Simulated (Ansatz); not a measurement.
input.yaml (Ansatz)

```yaml
crystal:
  lattice:
    - [0.0, 2.1270926638, 2.1270926638]
    - [2.1270926638, 0.0, 2.1270926638]
    - [2.1270926638, 2.1270926638, 0.0]
  atoms:
    - { symbol: Ga, position: [0.0, 0.0, 0.0] }
hamiltonian:
  xc: lda
  pseudopotentials:
    kind: paw
    azcp:
      Ga: "pseudopotentials/Ga.paw.azcp"
basis:
  ecutwfc: 420
  fft_grid_basis: typed
kpoints:
  mp_grid: { grid: [15, 15, 15], shift: [0, 0, 0] }
magnetization:
  spin_polarized: false
scf:
  occupations: { method: fermi_dirac, width: 0.1 }
  lower_state_search: "off"
output:
  stress: true
  write_density: true
  write_potential: true
  elf: true
  volumetric_format: npy
```

Terminal output

```
Warning: the record states the generating functional pbe (its physics header spells it `PBE`), which answers neither for hamiltonian.xc's functional nor for the lda family's — results may be inconsistent (PPs are generated against a specific XC)
Engine: ansatz 0.2.0, x86_64-unknown-linux-gnu
Pseudopotentials: kind: paw
Pseudopotential: Ga, paw, valence charge 13, recommended cutoff 420 eV (normal) 
Functional definition: SPW92
  exchange = slater_x
  correlation = pw_c
Crystal: 1 atoms, lattice volume = 19.248 Å³
Basis set: ecut = 420 eV, 339 PW (Γ)
Bands: 11, of which v1, the nominal top of the filled ones, is band 7 counted from 1 (6 counted from 0)
Symmetry: 48 space group operations
Space group: Fm-3m (ITA 225), of the structure as read, at distance tolerance 2.7e-5 Å
k-points: 120 of 3375
Non-local potential: Ga, projectors of the file, l = 0: 2, l = 1: 2, l = 2: 3, l = 3: 1
PAW form: soft (Blöchl's): semilocal exchange-correlation on the pseudo side does not see the compensation charge
PAW frozen core: Ga, regenerated for the run's functional, and the local potential with it (the file was generated under x = pbe(κ = 0.804, μ = 0.2195149727645171), c = pbe(β = 0.06672455060314922))
PAW one-centre angular grid: Ga, 590 points (default); XC on 64 Gauss nodes
Initial density: superposition of atomic densities (neutral atoms: chi_scale 0, normalization atom), corrected by the library's trained network
Initial wavefunctions: pseudopotential atomic-orbital guess
Functional: x = slater, c = lda
SCF iter   1: F=—  HF=-3706.898074 eV  |F-HF|=—  |Δ(HF+E_count)|=         —  Δρ=4.57e-3  dr2=1.42e-3  ethr=1.77e-3  ⟨swp⟩=5.0  Hψ=7891  notcnv=0
SCF iter   2: F=—  HF=-3706.897374 eV  |F-HF|=—  |Δ(HF+E_count)|=   7.00e-4  Δρ=1.87e-3  dr2=2.67e-4  ethr=1.09e-5  ⟨swp⟩=2.2  Hψ=2923  notcnv=0
SCF iter   3: F=—  HF=-3706.897327 eV  |F-HF|=—  |Δ(HF+E_count)|=   4.75e-5  Δρ=4.83e-4  dr2=1.50e-5  ethr=2.05e-6  ⟨swp⟩=1.1  Hψ=1318  notcnv=0
SCF iter   4: F=—  HF=-3706.897321 eV  |F-HF|=—  |Δ(HF+E_count)|=   5.75e-6  Δρ=7.46e-5  dr2=4.25e-7  ethr=1.15e-7  ⟨swp⟩=2.0  Hψ=2003  notcnv=0
iter 5 did not close the SCF: its close was put off for the readings that it lacked (scf_convergence_deferred on its scf_iter line)
SCF iter   5: F=-3706.897320 eV  HF=-3706.897320 eV  |F-HF|=1.13e-9  |Δ(HF+E_count)|=   6.31e-7  Δρ=7.69e-6  dr2=6.35e-9  ethr=3.27e-9  ⟨swp⟩=2.0  Hψ=2057  notcnv=0
SCF iter   6: F=-3706.897320 eV  HF=-3706.897320 eV  |F-HF|=3.09e-11  |Δ(HF+E_count)|=  7.90e-10  Δρ=1.06e-6  dr2=1.19e-10  ethr=4.88e-11  ⟨swp⟩=5.1  Hψ=6040  notcnv=0
SCF 1 converged in 6 iterations: F = -3706.897320 eV  dr2 = 1.19e-10
SCF converged after 6 iterations
Free energy (F): -3706.897320 eV
Harris-Foulkes:  -3706.897320 eV  (|F-HF|=3.09e-11)
Internal energy: -3706.883046 eV  (E = F + TS)
E sigma→0 (E₀):  -3706.890183 eV
Entropy (-TS):   -0.014275 eV (-14.275 meV/atom)
Fermi energy:    9.080035 eV
--- Per-component energies (eV) ---
  E_band       = -43.532645
  E_kinetic    = 114.803353
  E_local      = -1799.550799  (includes V_loc(G=0)·N_el)
  E_nonlocal   = 423.783664
  E_hartree    = 841.870922
  E_xc         = -69.034933
  E_vxc        = -58.669380  (∫ρ·V_xc dr)
  E_paw        = -1909.134356  (= ΣΔE_a)
  E_vpaw       = -407.641710  (= ΣTr[D̂ρ^β])
  E_aug_tail   = -0.000107  (compensation charges beyond the density's cutoff)
  E_ewald      = -1311.349270
  E_core_change = 1.728480  (= ΣΔE_core)
  E_smearing   = -0.014275  (= −TS)
  E_closure    = 0.000000  (closes the sum)
  Σ components = -3706.897320   (vs F -3706.897320, Δ=0.00e0)
--- Stress (GPa, compression-positive) ---
       -5.827184      -0.000000      -0.000000
       -0.000000      -5.827184      -0.000000
       -0.000000       0.000000      -5.827184
  P = ⅓ Tr σ = -5.8272 GPa (-58.272 kbar)
--- Band table (eV; the first three rows and the last of 120) ---
  k-point 0: bands = ["-5.8364", "-5.8364", "-5.8364", "-5.7216", "-5.7216", "-1.7926", "20.9385", "20.9385", "20.9385", "24.9010", "24.9010"]
  k-point 1: bands = ["-5.8378", "-5.8313", "-5.8313", "-5.7224", "-5.7224", "-1.6804", "19.6150", "20.7153", "20.7153", "23.8836", "25.2716"]
  k-point 2: bands = ["-5.8426", "-5.8191", "-5.8191", "-5.7221", "-5.7221", "-1.3425", "17.1194", "20.2306", "20.2306", "23.4848", "26.0847"]
  k-point 119: bands = ["-5.8638", "-5.8231", "-5.7881", "-5.6936", "-5.6009", "7.1506", "8.7134", "9.1196", "11.1129", "23.8092", "25.9080"]
```
